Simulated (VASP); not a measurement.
**PbSe: single point with PBE+D3(BJ)**

**What was measured.**

From a printed reference work, monograph, for a bulk crystal of PbSe at 300 K: band gap 0.28 eV (direct).

PbSe:

```
Pb Se
1.0
     0.00000    3.06709    3.06709
     3.06709    0.00000    3.06709
     3.06709    3.06709    0.00000
Pb Se
1 1
Cartesian
  0.0000 0.0000 0.0000
  3.0671 3.0671 3.0671
```

```json
{
  "Program": "VASP 6.6.1",
  "Task": "single point",
  "Functional": "PBE",
  "Dispersion": "D3(BJ)",
  "Potentials or basis": "VASP PAW PBE potentials, release 64 (Pb_d, Se)",
  "Cutoff": "520 eV",
  "k mesh": "10 × 10 × 10",
  "Occupations": "gaussian, width 0.03 eV",
  "Spin": "no spin polarisation"
}
```

| Property | Result |
| --- | --- |
| Pressure | 0.0 GPa |
| Band gap on the k mesh | 0.31 eV |
| Dispersion energy per atom | -0.366 eV |

Levels at points of the mesh, in eV from the valence-band top:
| k point | band 6 | band 7 | band 8 | band 9 | band 10 | band 11 | band 12 | band 13 | band 14 | band 15 |
| --- | --- | --- | --- | --- | --- | --- | --- | --- | --- | --- |
| (0.00, 0.00, 0.00) | -13.54 | -6.31 | -1.85 | -1.85 | -1.85 | 4.70 | 4.70 | 4.70 | 6.53 | 6.53 |
| (0.50, 0.00, 0.00) | -12.48 | -8.76 | -1.44 | -1.44 | 0.00 | 0.31 | 1.72 | 1.72 | 8.55 | 10.16 |
| (0.50, 0.50, 0.00) | -12.12 | -7.37 | -4.93 | -3.19 | -3.19 | 3.73 | 5.59 | 5.59 | 6.03 | 11.28 |

It took 32 s on 1 thread of Intel Xeon 8259CL (shared host), peak memory 0.21 GiB.

Measured gap of PbSe: 0.28 eV (direct; 300 K; a printed reference work, monograph). This calculation gives 0.31 eV (+0.03 eV). 2 values of this kind are on record (0.15 to 0.28 eV); this one was drawn at random. Spin-orbit coupling on Pb, Se is left out. The value is that of PBE+D3(BJ) on a finite k mesh, which can miss the band edges, without temperature or zero-point motion.

Caveat: spin-orbit coupling is left out, which moves the levels of the heavy elements.
